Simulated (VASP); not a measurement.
Something may be wrong with this VASP 6.6.1 calculation of CdO (Monteponite).

File run.py:

```python
from ase.calculators.vasp import Vasp
from ase.dft.dos import DOS
from ase.io import read

atoms = read('POSCAR')
atoms.set_initial_magnetic_moments([[0.354, 0.354, 0.0], [0.0, 0.0, 0.0]])
calc = Vasp(
    directory='calc',
    xc='r2scan+rvv10',
    pp='PBE',
    setups={'base': 'minimal', 'O': '_s'},
    prec='Accurate',
    encut=400,
    ediff=1e-07,
    ismear=-1,
    sigma=0.1,
    lreal=False,
    lasph=True,
    nelm=83,
    algo='Normal',
    isif=2,
    lwave=False,
    lcharg=False,
    lorbit=10,
    lsorbit=True,
    gga_compat=False,
    lorbmom=True,
    lmixtau=True,
    kpts=[7, 7, 7],
    gamma=True,
    nbands=7,
)
atoms.calc = calc

print('energy (eV):', atoms.get_potential_energy())
print('free energy (eV):', atoms.get_potential_energy(force_consistent=True))
print('forces (eV/A):')
print(atoms.get_forces())
print('stress (eV/A^3, Voigt):', atoms.get_stress())
print('Fermi level (eV):', calc.get_fermi_level())
dos = DOS(calc, width=0.05, window=(-10, 10), npts=301)
print('E - E_F (eV), DOS (1/eV)')
for e, g in zip(dos.get_energies(), dos.get_dos()):
    print(f'{e:8.3f} {g:10.4f}')
```

POSCAR

```
CdO
1.0
    0.0000000000      2.3495000000      2.3495000000
    2.3495000000      0.0000000000      2.3495000000
    2.3495000000      2.3495000000      0.0000000000
Cd O
1 1
Direct
    0.0000000000      0.0000000000      0.0000000000
    0.5000000000      0.5000000000      0.5000000000
```

Potentials or basis: VASP PAW PBE potentials, release 64 (Cd, O_s).

The run is started by

```console
$ python run.py
```

Output:

```text
<dir> UserWarning: vdW has been enabled, however no location for the vdw_kernel.bindat file has been specified. Set ASE_VASP_VDW environment variable to copy the vdW kernel.
  warnings.warn(
Traceback (most recent call last):
  ...
ase.calculators.calculator.CalculationFailed: vasp in <dir> returned an error: 1 stderr is in vasp.out
```

OUTCAR:

```text
ENCUT = 400.000000
   BPARAM = 11.950000
[... 144 lines left out ...]
  0.142857  0.142857 -0.285714      4.000000
  0.428571  0.285714  0.428571      4.000000
 [... further k-points ...]
```

Among its messages:

```text
The number of bands is not sufficient to hold all electrons. I am sorry, but this calculation does not make sense. If you want to calculate only selected states, you need to set either EFERMI or EREF. EREF specifies around which energy states are supposed to be calculated. I found NBANDS = 7, NELECT = 18. ---->  I REFUSE TO CONTINUE WITH THIS SICK JOB ... BYE!!! <----
```

Diagnose the run.

The input was rejected before any iteration. The input holds a flaw that was put in on purpose: too few bands (NBANDS = 7).
